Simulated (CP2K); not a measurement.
# Ca under changes of volume

One of the cells (43.099 Å³/atom); the others are scaled copies at fixed shape and fractional positions:

```
Ca
1.0
     3.84607    0.00000    0.00000
    -0.73654    3.77489    0.00000
    -1.54904   -1.89216    2.96858
Ca
1
Direct
  0.50000 0.50000 0.00000
```

This isn't the form of Ca at room conditions, which is fcc.

| Property | Result |
| --- | --- |
| Program | CP2K 2026.2 |
| Functional | LDA |
| Potentials or basis | GTH_POTENTIALS Ca GTH-PADE-q10; TZVP-MOLOPT-PBE-GTH basis |
| Density cutoff | 6123 eV |
| k mesh | 9 × 9 × 9 |
| Occupations | gaussian, width 0.05 eV |
| Spin | no spin polarisation |

```csv
volume (Å³/atom),energy over the lowest point (meV/atom),pressure (GPa)
40.513,0.00,-1.0
41.375,?,?
42.237,14.70,-1.7
43.099,24.34,-1.9
43.961,35.26,-2.1
44.823,47.37,-2.4
45.685,60.55,-2.5
```

**Question.** What does the run at 41.375 Å³/atom give?

**Answer.** Energy over the lowest point 6.52 meV/atom; pressure -1.4 GPa.

Worked out: A Birch-Murnaghan fit of order 3 (a polynomial in V^(-2/3)) to the other rows has no minimum within the range. It gives 6.54 meV/atom at 41.375 Å³/atom, against the run's 6.52, and -dE/dV = -1.4 GPa, against -1.4.

Energies are extrapolated to zero smearing.

Caveats: the basis of atomic orbitals isn't converged, which shifts pressures, moduli and gaps.
